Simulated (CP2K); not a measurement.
Runs of CP2K 2026.2 on Ca. The structure is cubic, space group Fm-3m (No. 225). The conventional cell has a = 5.588 Å, b = 5.588 Å, c = 5.588 Å, α = 90.00°, β = 90.00°, γ = 90.00°. Ca (site symmetry m-3m) is surrounded by 12 Ca at 3.95 Å. 

| task | level | potentials or basis | cell | smearing | EPS_DEFAULT | NGRIDS | basis sets | potentials | CUTOFF of the grids | gap on the mesh (eV) | pressure (GPa) |
| --- | --- | --- | --- | --- | --- | --- | --- | --- | --- | --- | --- |
| single point | PBEsol | POTENTIAL_UZH Ca GTH-PBE-q10; TZVP-MOLOPT-PBE-GTH basis | as given | gaussian 0.1 eV | 1.0E-10 | 5 | Ca TZVP-MOLOPT-PBE-GTH-q10 | Ca GTH-PBE-q10 of POTENTIAL_UZH | 450 Ry | none | -1.0 |
| band structure | PBE | POTENTIAL_UZH Ca GTH-PBE-q10; TZVP-MOLOPT-PBE-GTH basis | as given | fermi-dirac 0.0259 eV | 1.0E-9 | 4 | Ca TZVP-MOLOPT-PBE-GTH-q10 | Ca GTH-PBE-q10 of POTENTIAL_UZH | 450 Ry | none | -0.5 |
| band structure | TB-mBJ | POTENTIAL_UZH Ca GTH-PBE-q10; TZVP-MOLOPT-PBE-GTH basis | as given | fermi-dirac 0.1 eV | 1.0E-9 | 5 | Ca TZVP-MOLOPT-PBE-GTH-q10 | Ca GTH-PBE-q10 of POTENTIAL_UZH | 675 Ry | none | - |
| single point | PBE | POTENTIAL_UZH Ca GTH-PBE-q10; TZVP-MOLOPT-PBE-GTH basis | as given | fermi-dirac 0.05 eV | 1.0E-10 | 5 | Ca TZVP-MOLOPT-PBE-GTH-q10 | Ca GTH-PBE-q10 of POTENTIAL_UZH | 450 Ry | none | -0.5 |
| single point | RPBE | POTENTIAL_UZH Ca GTH-PBE-q10; TZVP-MOLOPT-PBE-GTH basis | as given | gaussian 0.1 eV | 1.0E-10 | 5 | Ca TZVP-MOLOPT-PBE-GTH-q10 | Ca GTH-PBE-q10 of POTENTIAL_UZH | 450 Ry | none | 0.3 |
| atomic charges | r2SCAN+D3(BJ) | POTENTIAL_UZH Ca GTH-SCAN-q10; TZVP-MOLOPT-SCAN-GTH basis | cell strained at random at fixed volume | gaussian 0.1 eV | 1.0E-10 | 4 | Ca TZVP-MOLOPT-SCAN-GTH-q10 | Ca GTH-SCAN-q10 of POTENTIAL_UZH | 675 Ry | none | -0.7 |
| band structure | r2SCAN | POTENTIAL_UZH Ca GTH-SCAN-q10; TZVP-MOLOPT-SCAN-GTH basis | as given | fermi-dirac 0.0259 eV | 1.0E-10 | 4 | Ca TZVP-MOLOPT-SCAN-GTH-q10 | Ca GTH-SCAN-q10 of POTENTIAL_UZH | 675 Ry | none | -0.3 |
| band structure | PBEsol | POTENTIAL_UZH Ca GTH-PBE-q10; TZVP-MOLOPT-PBE-GTH basis | as given | fermi-dirac 0.1 eV | 1.0E-9 | 4 | Ca TZVP-MOLOPT-PBE-GTH-q10 | Ca GTH-PBE-q10 of POTENTIAL_UZH | 450 Ry | none | -1.0 |
| band structure | BLYP | GTH_POTENTIALS Ca GTH-BLYP-q10; TZVP-MOLOPT-PBE-GTH basis | cell strained at random at fixed volume | methfessel-paxton 0.2 eV | 1.0E-10 | 4 | Ca TZVP-MOLOPT-PBE-GTH-q10 | Ca GTH-BLYP-q10 of GTH_POTENTIALS | 450 Ry | none | -0.3 |
| band structure | LDA | GTH_POTENTIALS Ca GTH-PADE-q10; TZVP-MOLOPT-PBE-GTH basis | as given | fermi-dirac 0.01 eV | 1.0E-10 | 4 | Ca TZVP-MOLOPT-PBE-GTH-q10 | Ca GTH-PADE-q10 of GTH_POTENTIALS | 450 Ry | none | (a) |
| single point | PBE | POTENTIAL_UZH Ca GTH-PBE-q10; TZVP-MOLOPT-PBE-GTH basis | as given | gaussian 0.1 eV | 1.0E-10 | 5 | Ca TZVP-MOLOPT-PBE-GTH-q10 | Ca GTH-PBE-q10 of POTENTIAL_UZH | 450 Ry | none | -0.5 |

Alike in all rows: no spin polarisation; k mesh 8 × 8 × 8.

Problem. Estimate the missing entries.

Solution. (a) -2.1.

Caveats: the basis of atomic orbitals isn't converged, which shifts pressures, moduli and gaps; the potentials were made for another functional, which shifts forces and pressure (some runs); this is a model potential without an energy functional, so only levels have meaning (some runs); pairwise dispersion overbinds metals, which lowers pressure and volume (some runs).

A k mesh can miss the band edges.

A gap of «none» marks a metal or a gap under the smearing width.

Not every run made on this cell is shown here.
